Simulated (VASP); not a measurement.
GaN in VASP 6.6.1, single-point calculation

INCAR

```
LASPH = .TRUE.
ISMEAR = -1
SIGMA = 0.02
EDIFF = 1E-7
AMIX = 3
IBRION = -1
PREC = Accurate
IMIX = 1
NSW = 0
LCHARG = .FALSE.
ENCUT = 520
LREAL = .FALSE.
LWAVE = .FALSE.
GGA = PE
NBANDS = 16
BMIX = 0.0001
ISIF = 2
NELM = 63
```

KPOINTS

```
KPOINTS created by Atomic Simulation Environment
0
Gamma
10 10 10
0 0 0
```

POSCAR

```
Ga N
 1.0000000000000000
     0.0000000000000000    2.2489525415000000    2.2489525415000000
     2.2763897625000000    0.0000000000000000    2.2489525415000000
     2.2763897625000000    2.2489525415000000    0.0000000000000000
 Ga  N
   1   1
Cartesian
  0.0000000000000000  0.0000000000000000  0.0000000000000000
  1.1381948812500000  1.1244762707500000  1.1244762707500000
```

The recommended PBE PAW datasets give the neutral cell 18 valence electrons.

Command

```
mpirun -np 1 vasp_std
```

OSZICAR

```
N       E                     dE             d eps       ncg     rms          rms(c)
DAV:   1     0.826784848941E+02    0.82678E+02   -0.94223E+03  3656   0.203E+03
DAV:   2    -0.828398978840E+01   -0.90962E+02   -0.84487E+02  3792   0.330E+02
DAV:   3    -0.140705879368E+02   -0.57866E+01   -0.57667E+01  3816   0.703E+01
DAV:   4    -0.141362966844E+02   -0.65709E-01   -0.65703E-01  4176   0.809E+00
DAV:   5    -0.141371878406E+02   -0.89116E-03   -0.89115E-03  3896   0.831E-01    0.770E+00
DAV:   6    -0.109207803454E+03   -0.95071E+02   -0.35879E+02  4312   0.347E+02    0.460E+01
DAV:   7    -0.335460246499E+04   -0.32454E+04   -0.19287E+04  6480   0.689E+02    0.828E+02
DAV:   8    -0.454059516147E+05   -0.42051E+05   -0.22152E+05  4992   0.453E+03    0.248E+03
```

Standard output (part)

```
POSCAR found type information on POSCAR GaN
 POSCAR found :  2 types and       2 ions
 LDA part: xc-table for (Slater+PW92), standard interpolation
 POSCAR, INCAR and KPOINTS ok, starting setup
 WAVECAR not read
 entering main loop
|     EEEEEEE  RRRRRR   RRRRRR   OOOOOOO  RRRRRR      ###     ###     ###     |
|     E        R     R  R     R  O     O  R     R     ###     ###     ###     |
|     E        R     R  R     R  O     O  R     R     ###     ###     ###     |
|     EEEEE    RRRRRR   RRRRRR   O     O  RRRRRR       #       #       #      |
|     E        R    R   R    R   O     O  R    R      ###     ###     ###     |
|     EEEEEEE  R     R  R     R  OOOOOOO  R     R     ###     ###     ###     |
|     ERROR FEXCP: supplied Exchange-correletion table                        |
|      is too small, maximal index : 4677                                     |
|       ---->  I REFUSE TO CONTINUE WITH THIS SICK JOB ... BYE!!! <----       |
```

VASP stopped with an error.

The fault: mixing far too strong.

The run took about 14 s on one core of a shared host (Intel Xeon Platinum 8488C) and held 0.16 GiB at most.
